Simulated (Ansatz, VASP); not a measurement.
**Two plane-wave programs on AlRu**

```xyz
2
Lattice="2.9825 0.0000 0.0000 0.0000 2.9825 0.0000 0.0000 0.0000 2.9825" Properties=species:S:1:pos:R:3 pbc="T T T"
Al    0.0000    0.0000    0.0000
Ru    1.4912    1.4912    1.4912
```

The cell comes from a database or a generator and needn't be the stable form of this composition.

Alike in both runs: task relaxation of cell and atoms; functional PBEsol; k mesh 14 × 14 × 14; occupations gaussian, width 0.1 eV; no spin polarisation.

|  | VASP | Ansatz |
| --- | --- | --- |
| version | VASP 6.6.1 | Ansatz 0.2.0 |
| potentials or method | VASP PAW PBE potentials, release 64 (Al, Ru_pv) | scalar-relativistic, plane waves, PAW |
| plane-wave cutoff (eV) | 600 | 420 |
| valence electrons in the cell | 17 | 19 |

```tsv
	VASP	Ansatz	Ansatz less VASP
gap on the k mesh at the Fermi level, each at its own relaxed structure (eV)	none	none	-
relaxed volume (Å³/atom)	13.19	13.18	-0.003
relaxed cell length with the largest relative difference (Å)	2.977	2.976	-0.0002
```

A gap of «none» marks a metal or a gap that the smearing closes. The two sets of potentials don't hold the same shells in valence.

Caveats: the PAW data sets were made with another functional, which shifts forces and pressure a little (VASP).
